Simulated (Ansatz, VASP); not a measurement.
# One calculation of Ni, two programs

```
Ni
1.0
     1.93011    0.00000    0.00000
    -0.96505    1.67152    0.00000
     0.00000    0.00000    1.83755
Ni
1
Cartesian
  0.0000 0.0000 0.0000
```

Change from the starting cell: volume scaled by 0.5, PAW files.

Alike in both runs: task single point; functional PBE; k mesh 18 × 18 × 17; occupations fermi-dirac, width 0.1 eV; collinear spin.

|  | VASP | Ansatz |
| --- | --- | --- |
| version | VASP 6.6.1 | Ansatz 0.2.0 |
| potentials or method | VASP PAW PBE potentials, release 64 (Ni) | PAW with Ansatz's default frozen-core files, scalar-relativistic |
| plane-wave cutoff (eV) | 520 | 420 |
| valence electrons in the cell | 10 | 18 |

VASP gave:

| Quantity | Value |
| --- | --- |
| pressure (GPa) | 573.5 |
| largest component of the traceless stress (GPa) | 7.32 |
| net moment per atom (μB) | 0.00 |

Task: Estimate Ansatz's values.

Result: Pressure (GPa): 580.9; largest component of the traceless stress (GPa): 0.04; net moment per atom (μB): 0.00.

The functional is the same, so the differences come from potentials, cutoffs and numerics. The two sets of potentials don't hold the same shells in valence. Ansatz warned: «seeded_moment_not_kept».

Caveats: the cell as given lies far from equilibrium; so large a pressure means that the cell lies far from this level's equilibrium, or that cutoff or potentials fall short (VASP).
